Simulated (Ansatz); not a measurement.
## C under changes of volume

One of the cells (31.524 Å³/atom); the others are scaled copies at fixed shape and fractional positions:

```
CELL_PARAMETERS angstrom
2.45623 0.00000 0.00000
-1.22811 2.12716 0.00000
0.00000 0.00000 24.13396
ATOMIC_POSITIONS crystal
C 0.66667 0.33333 0.57048
C 0.33333 0.66667 0.42952
C 0.00000 0.00000 0.42953
C 0.00000 0.00000 0.57047
```

* Program: Ansatz 0.2.0
* Functional: PBEsol
* Potentials or basis: all-electron LAPW, scalar-relativistic
* Cutoff: 483 eV (chosen from the basis error)
* Basis error allowed: 0.002 eV/atom
* k mesh: 12 × 12 × 2
* Occupations: fermi-dirac, width 0.05 eV
* Spin: no spin polarisation

```tsv
volume (Å³/atom)	energy over the lowest point (meV/atom)	largest force (eV/Å)
29.632	33.97	0.030
30.263	15.40	0.027
30.893	?	?
31.524	0.00	0.022
32.154	1.92	0.019
32.785	9.53	0.017
33.415	22.32	0.015
```

Question: What does the run at 30.893 Å³/atom give?

Answer: Energy over the lowest point 4.30 meV/atom; largest force 0.024 eV/Å.

Worked out: A Birch-Murnaghan fit of order 3 (a polynomial in V^(-2/3)) to the other rows has its minimum at 31.64 Å³/atom with B0 = V·E''(V) = 78 GPa and B' = 3.5 at fixed shape and positions, which overstates the stiffness. It gives 4.30 meV/atom at 30.893 Å³/atom, against the run's 4.30.

Energies are extrapolated to zero smearing.
